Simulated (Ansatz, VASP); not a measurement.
## MgI2: VASP beside Ansatz

Contents of INCAR:

```
SYSTEM = MgI2
  ALGO = Normal
  EDIFF = 1E-6
  ENCUT = 520
  GGA = PE
  ISIF = 2
  ISMEAR = 0
  LASPH = .True.
  LCHARG = .False.
  LREAL = .False.
  LWAVE = .False.
  NBANDS = 15
  NELM = 60
  PREC = Accurate
  SIGMA = 0.01
```

File KPOINTS:

```
k-points
0
Gamma
  12 12 4
  0 0 0
```

POSCAR

```
MgI2
1.0
    4.1566377792      0.0000000000      0.0000000000
   -2.0783188896      3.5997539111      0.0000000000
    0.0000000000      0.0000000000      6.8756119697
Mg I
1 2
Direct
    0.0000000000      0.0000000000      0.0000000000
    0.3333333333      0.6666666667      0.2425739821
    0.6666666667      0.3333333333      0.7574260179
```

Input for Ansatz:

```yaml
crystal:
  lattice:
    - [4.1566377792, 0.0, 0.0]
    - [-2.0783188896, 3.5997539111, 0.0]
    - [0.0, 0.0, 6.8756119697]
  atoms:
    - { symbol: Mg, position: [0.0, 0.0, 0.0] }
    - { symbol: I, position: [0.3333333333, 0.6666666667, 0.2425739821] }
    - { symbol: I, position: [0.6666666667, 0.3333333333, 0.7574260179] }
kpoints:
  mp_grid: { grid: [12, 12, 4] }
  band_path:
    path:
      - [0.0, 0.0, 0.0]
      - [0.5, 0.0, 0.0]
      - [0.3333333333, 0.3333333333, 0.0]
      - [0.0, 0.0, 0.5]
      - [0.5, 0.0, 0.5]
      - [0.3333333333, 0.3333333333, 0.5]
      - [0.0, 0.46875, 0.322917]
    npoints: 1
hamiltonian:
  xc: pbe
scf:
  occupations: { method: fixed }
  n_extra_bands: 4
output:
  forces: true
  stress: true
  eigenvalues: true
```

Alike in both runs: task single point; functional PBE; k mesh 12 × 12 × 4; no spin polarisation.

|  | VASP | Ansatz |
| --- | --- | --- |
| version | VASP 6.6.1 | Ansatz 0.2.0 |
| potentials or method | VASP PAW PBE potentials, release 64 (Mg, I) | plane waves, PAW |
| plane-wave cutoff (eV) | 520 | 420 |
| occupations | gaussian, width 0.01 eV | fixed |
| valence electrons in the cell | 16 | 44 |

|  | VASP | Ansatz | Ansatz less VASP |
| --- | --- | --- | --- |
| gap on the k mesh at the Fermi level (eV) | 3.51 | 3.53 | +0.019 |
| pressure (GPa) | 1.1 | 1.1 | +0.06 |
| largest component of the traceless stress (GPa) | 0.15 | 0.14 | -0.006 |
| rms of the force components (eV/Å) | 0.001 | 0.005 | +0.0048 |

Atom by atom the forces differ by 0.005 eV/Å (rms over components). The two sets of potentials don't hold the same shells in valence.

Caveats: spin-orbit coupling is left out, which moves the levels of the heavy elements; this functional lacks dispersion, which binds the layers, so the pressure and a relaxed spacing across them are unreliable. As with any semilocal functional, this PBE gap is likely too small. A k mesh can miss the band edges.
